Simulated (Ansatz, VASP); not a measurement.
**One calculation of CdF2, two programs**

```
CELL_PARAMETERS angstrom
0.00000 2.74070 2.74070
2.74070 0.00000 2.74070
2.74070 2.74070 0.00000
ATOMIC_POSITIONS crystal
Cd 0.00000 0.00000 0.00000
F 0.25000 0.25000 0.25000
F 0.75000 0.75000 0.75000
```

Alike in both runs: task single point; functional PBE; k mesh 12 × 12 × 12; occupations gaussian, width 0.05 eV; no spin polarisation.

|  | VASP | Ansatz |
| --- | --- | --- |
| version | VASP 6.6.1 | Ansatz 0.2.0 |
| potentials or method | VASP PAW PBE potentials, release 64 (Cd, F) | scalar-relativistic, plane waves, PAW |
| plane-wave cutoff (eV) | 520 | 420 |
| valence electrons in the cell | 26 | 34 |

Ansatz gave:

| Item | Value |
| --- | --- |
| gap on the k mesh at the Fermi level (eV) | 2.92 |
| least direct gap on the mesh (eV) | 3.47 |
| pressure (GPa) | 0.0 |

Problem. Which values does VASP return?

Solution. gap on the k mesh at the Fermi level (eV): 2.89; least direct gap on the mesh (eV): 3.44; pressure (GPa): 0.5.

The two sets of potentials don't hold the same shells in valence.

A k mesh can miss the band edges.
